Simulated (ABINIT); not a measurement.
Here is an ABINIT 10.8.3 (patched build) calculation.

Contents of run.abi:

```
pp_dirpath "./"
pseudos "48_Cd_20_2.2_2.3_pbe_n_v1.0.psp8, 16_S_6_1.8_1.9_pbe_n_v1.0.psp8"

acell 3*1.0 Angstrom
rprim
     4.1500000000     0.0000000000     0.0000000000
    -2.0750000000     3.5940054257     0.0000000000
     0.0000000000     0.0000000000     6.7370000000
ntypat 2
znucl 48 16
natom 4
typat 1 1 2 2
xred
     0.6666666667     0.3333333333     0.5000000000
     0.3333333333     0.6666666667     0.0000000000
     0.6666666667     0.3333333333     0.8750000000
     0.3333333333     0.6666666667     0.3750000000

ecut 22.0

kptopt 1
ngkpt 7 7 4
nshiftk 1
shiftk 0.0 0.0 0.0

ixc 11

nband 32
occopt 3
tsmear 0.00183747

nstep 100
tolvrs 1.0e-10

iomode 3
prtwf 0
prtden 0
prteig 0
prtebands 0
enunit 1
```

Potentials or basis: SPMS NC PBE v1.0.

The run is started by

```sh
$ abinit run.abi > log 2>&1
```

Problem. What does it give for the band gap on the k mesh?

Solution. 1.20 eV, direct.

Problem. What does it give for the largest force?

Solution. 0.068 eV/Å.

Stress tensor (GPa, compression positive):
```
1.87 0.00 0.00
0.00 1.87 0.00
0.00 0.00 2.53
```

**Measured values to compare with.**

From “Isotope dependence of band-gap energy”, 2008, arxiv:0807.2152, for a bulk crystal of CdS: band gap 2.5809 ± 0.0002 eV.

Measured gap of CdS: 2.5809 eV (quoted in “Isotope dependence of band-gap energy”, 2008, arxiv:0807.2152). This calculation gives 1.20 eV (-1.38 eV). So large a miss can be the level of theory's own, or it may mean another phase, state or a wrong row. Spin-orbit coupling on Cd is left out. The value is that of PBE, without temperature or zero-point motion. Semilocal functionals fall short of measured gaps as a rule.
